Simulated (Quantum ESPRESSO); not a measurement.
## EuO in Quantum ESPRESSO: convergence with k mesh

The system is EuO.

```
Eu O
1.0
     0.00000    2.57195    2.57195
     2.57195    0.00000    2.57195
     2.57195    2.57195    0.00000
Eu O
1 1
Direct
  0.00000 0.00000 0.00000
  0.50000 0.50000 0.50000
```

| Quantity | Value |
| --- | --- |
| Program | Quantum ESPRESSO 7.5 |
| Task | single point |
| Functional | PBEsol |
| Potentials or basis | JTH 2.0 LDA |
| Cutoff | 680 eV |
| Density cutoff | 4082 eV |
| k mesh | 1 × 1 × 1 |
| Occupations | gaussian, width 0.136 eV |
| Spin | collinear spin, ferromagnetic start |
| Starting moments | [7.0, 0.0] μB |

These are the settings of the first run; the series varies k mesh, with any setting tied to it.

Hardware: 1 thread of Arm Neoverse V1, with other jobs on the host.

```tsv
k mesh	energy less the tightest run, at zero smearing (meV/atom)	pressure (GPa)	absolute moment (μB)	gap on the mesh (eV)	SCF cycles	CPU time (s)	peak memory (GiB)
1 × 1 × 1	4034.04	52.33	7.12	1.499	19	56	0.23
3 × 3 × 3	2.34	-8.57	7.22	0.000	14	46	0.24
4 × 4 × 4	-5.39	-9.12	7.10	0.000	15	55	0.24
5 × 5 × 5	-4.05	-9.38	7.10	0.000	16	61	0.24
7 × 7 × 7	0.22	-9.20	7.15	0.000	15	68	0.25
8 × 8 × 8	0.90	-9.29	7.13	0.000	15	77	0.26
9 × 9 × 9	0.79	-9.18	7.14	0.000	15	82	0.26
11 × 11 × 11	0.37	-9.26	7.12	0.000	15	100	0.28
13 × 13 × 13	0.00	-9.22	7.13	0.000	15	130	0.31
```

Against the tightest run, the energy stays within 1 meV/atom from 7 × 7 × 7 on; the pressure stays within 0.1 GPa from 7 × 7 × 7 on; the absolute moment stays within 0.02 μB from 7 × 7 × 7 on; the gap on the mesh stays within 0.01 eV from 3 × 3 × 3 on. Meshes of other sizes hit other points, so gaps and Fermi surfaces needn't settle smoothly. The tightest run that finished is the yardstick and may itself not be fully converged.

Caveat, for the tightest run too: the potentials were made for another functional, which shifts forces and pressure; spin-orbit coupling is left out, which moves the levels of the heavy elements; a cell with one magnetic atom can't hold antiferromagnetic order, which such compounds often take; without U or exact exchange the open f shell lies at the Fermi level, which spoils levels, moments and volumes. The state reached can hang on the start; a lower one may exist.
